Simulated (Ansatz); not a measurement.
**SiC3: a single-point run**

Aim: a sound single-point run of SiC3. The structure is shown as the input types it. The cell is built on a prototype (ordering on diamond) and needn't be the phase found in nature.

Computed with Ansatz 0.2.0 (density functional or hybrid calculation with the settings of its input, plane waves (as first typed), unless a step's input says otherwise).

4 further runs of the same task are left out: 1 for a known fault of the program, 3 that didn't finish.

## (1) The starting structure

It takes space group P-4m2 (No. 115, tetragonal). The conventional cell has a = 2.796 Å, b = 2.796 Å, c = 4.090 Å, α = 90.00°, β = 90.00°, γ = 90.00°. C (site symmetry 2mm) has 2 C at 1.65 Å and 2 Si at 1.82 Å as nearest neighbours. C (site symmetry -4m2) has 4 C at 1.65 Å as nearest neighbours. Si (site symmetry -4m2) has 4 C at 1.82 Å as nearest neighbours.

As a file:

```cif
data_structure
_symmetry_space_group_name_H-M 'P-4m2'
_symmetry_Int_Tables_number 115
_cell_length_a 2.7964
_cell_length_b 2.7964
_cell_length_c 4.0900
_cell_angle_alpha 90.000
_cell_angle_beta 90.000
_cell_angle_gamma 90.000
_cell_volume 31.98
loop_
_atom_site_label
_atom_site_type_symbol
_atom_site_symmetry_multiplicity
_atom_site_Wyckoff_symbol
_atom_site_fract_x
_atom_site_fract_y
_atom_site_fract_z
_atom_site_occupancy
C1 C 2 g 0.50000 0.00000 0.78627 1
C2 C 1 b 0.50000 0.50000 0.00000 1
Si1 Si 1 d 0.00000 0.00000 0.50000 1
```

## (2) Input and run

File input.yaml:

```yaml
crystal:
  lattice:
    - [2.7964006874, 0.0, 0.0]
    - [0.0, 2.7964006874, 0.0]
    - [0.0, 0.0, 4.0900436006]
  atoms:
    - { symbol: C, position: [0.5, 0.0, 0.7862689761] }
    - { symbol: C, position: [0.5, 0.5, 0.0] }
    - { symbol: C, position: [0.0, 0.5, 0.2137310239] }
    - { symbol: Si, position: [0.0, 0.0, 0.5] }
kpoints:
  mp_grid: { grid: [6, 6, 4] }
hamiltonian:
  xc: pbe
scf:
  occupations: { method: fixed }
  n_extra_bands: 5
  mixing: { beta: 0.005 }
  max_iter: 64
output:
  forces: true
  stress: true
  eigenvalues: true
```

Run with:

```bash
> ansatz run input.yaml --threads 4 --pin off --max-ram 3686MiB --backend cpu --events-out ev --progress --plain --runs-dir out
```

What happens when this is run?

The run converged and reported no error. Convergence says nothing about whether the input makes sense.

The suspect setting: scf.mixing.beta is 0.005. The risk: mixing too weak. Here it converged all the same; such a setting changes the road, not the converged state.

To check: delete scf.mixing.beta (the default then holds).
